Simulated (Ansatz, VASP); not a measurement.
BaZrO3 in VASP and in Ansatz

```xyz
5
Lattice="4.3434 0.0000 0.0000 0.0000 4.6922 0.0000 0.0000 0.0000 4.2272" Properties=species:S:1:pos:R:3 pbc="T T T"
Ba    2.1717    2.3461    2.1136
Zr    0.0000    0.0000    0.0000
O     2.1717    0.0000    0.0000
O     0.0000    2.3461    0.0000
O     0.0000    0.0000    2.1136
```

Change from the starting cell: normal strain along x +0.0275, normal strain along y +0.1100.

Alike in both runs: task single point; functional PBE; k mesh 6 × 6 × 6; occupations gaussian, width 0.05 eV; no spin polarisation.

|  | VASP | Ansatz |
| --- | --- | --- |
| version | VASP 6.6.1 | Ansatz 0.2.0 |
| potentials or method | VASP PAW PBE potentials, release 64 (Ba_sv, Zr_sv, O) | scalar-relativistic, plane waves, PAW |
| plane-wave cutoff (eV) | 520 | 520 |
| valence electrons in the cell | 40 | 40 |

```csv
,VASP,Ansatz,Ansatz less VASP
gap on the k mesh at the Fermi level (eV),2.62,2.65,+0.028
least direct gap on the mesh (eV),2.96,2.99,+0.024
pressure (GPa),-12.7,-13.2,-0.55
largest component of the traceless stress (GPa),5.90,5.72,-0.173
```

The functional is the same, so the differences come from potentials, cutoffs and numerics.

Caveats: spin-orbit coupling is left out, which moves the levels of the heavy elements. A k mesh can miss the band edges.
